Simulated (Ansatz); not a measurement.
# SnSe2: the cost of one run

Method: DFT PBEsol, scalar-relativistic, plane waves, PAW, in Ansatz 0.2.0.

The COD entry's cell or inner coordinates are ideal or old and differ from later refinements, so a difference from it is no clean test against experiment.

### 1 Starting point

It takes space group P-3m1 (No. 164, trigonal). Conventional cell: a = 3.811 Å, b = 3.811 Å, c = 6.137 Å, α = 90.00°, β = 90.00°, γ = 120.00°. Around Sn (site symmetry -3m) lie 6 Se at 2.68 Å. Se (site symmetry 3m) is surrounded by 3 Sn at 2.68 Å.

Coordinates:

```xyz
3
Lattice="3.8110 0.0000 0.0000 -1.9055 3.3004 0.0000 0.0000 0.0000 6.1370" Properties=species:S:1:pos:R:3 pbc="T T T"
Sn    0.0000    0.0000    0.0000
Se    0.0000    2.2003    1.5342
Se    1.9055    1.1001    4.6027
```

No relaxation comes first: the listed cell is the starting point.

### 2 The reference cell

The reference gives a free energy of -16799.1920 eV, pressure 2.24 GPa, largest force 0.537 eV/Å and gap on the mesh 0.63 eV. It was computed beforehand with the settings of the runs below.

### 3 Next: energy and stress against strain

The cell is strained by ε times the Voigt pattern (0, 1, 0, 0, 0, 0) (xx, yy, zz, yz, xz, xy; engineering shear), with fractional coordinates fixed (clamped ions). The stress on the pattern is the sum of the stress components weighted by it, tension positive.

### 4 ε = -0.1500

The input, input.yaml:

```yaml
crystal:
  lattice:
    - [3.8109987816, 0.0, 0.0]
    - [-1.9054993908, 2.8053584948, 0.0]
    - [0.0, 0.0, 6.137]
  atoms:
    - { symbol: Sn, position: [0.0, 0.0, 0.0] }
    - { symbol: Se, position: [0.3333333333, 0.6666666667, 0.25] }
    - { symbol: Se, position: [0.6666666667, 0.3333333333, 0.75] }
basis:
  ecutwfc: 420
kpoints:
  mp_grid: { grid: [12, 12, 6] }
hamiltonian:
  xc: pbesol
scf:
  occupations: { method: gaussian, width: 0.05 }
output:
  forces: true
  stress: true
  eigenvalues: true
```

On the command line:

```sh
$ ansatz run input.yaml --threads 1 --pin off --max-ram 2560MiB --backend cpu --events-out ev --progress --plain --runs-dir out
```

What time and memory should one allow on 1 thread of Intel Xeon at 2.50GHz (Skylake/Cascade Lake), shared host?

About 38 s, with a peak of 0.61 GiB.
